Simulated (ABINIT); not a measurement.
## MoP: single point with PBE0

The system is MoP.

```xyz
2
Lattice="3.2230 0.0000 0.0000 -1.6115 2.7912 0.0000 0.0000 0.0000 3.1910" Properties=species:S:1:pos:R:3 pbc="T T T"
Mo    0.0000    0.0000    0.0000
P     0.0000    1.8608    1.5955
```

| Property | Result |
| --- | --- |
| Program | ABINIT 10.8.3 (patched build) |
| Task | single point |
| Functional | PBE0 |
| Potentials or basis | SG15 NC PBE v1.2 |
| Cutoff | 599 eV |
| k mesh | 4 × 4 × 3 |
| Occupations | fermi-dirac, width 0.05 eV |
| Spin | no spin polarisation |
| Share of exact exchange | 0.25 |
| Most SCF steps | 60 |

```json
{
 "Pressure": "-4.7 GPa",
 "Band gap on the k mesh": "none (metal or under the smearing width)",
 "Valence electrons inside the program's atomic spheres": "Mo 10.52; P 2.89"
}
```

Stress tensor (GPa, compression positive):
```
 -1.79   0.00   0.00
  0.00  -1.79   0.00
  0.00   0.00 -10.46
```

Levels at points of the mesh, in eV from the Fermi level:
```tsv
k point	band 6	band 7	band 8	band 9	band 10	band 11	band 12	band 13
(0.00, 0.00, 0.00)	-5.11	-4.26	-4.26	-1.23	0.80	0.80	5.16	5.16
(0.50, 0.00, 0.00)	-8.70	-5.12	-4.61	-1.96	-0.91	2.57	3.44	5.65
```

Run time: 3.1 min on 4 MPI ranks on Arm Neoverse V1, with other jobs on the host, peak memory 0.28 GiB a rank.

Caveat: the k mesh is coarse (spacing up to 0.66 Å⁻¹), so the values aren't converged, least of all with exact exchange; exact exchange is summed on a coarse mesh, which widens gaps by tenths of an eV; the potentials were made for another functional, which shifts forces and pressure.
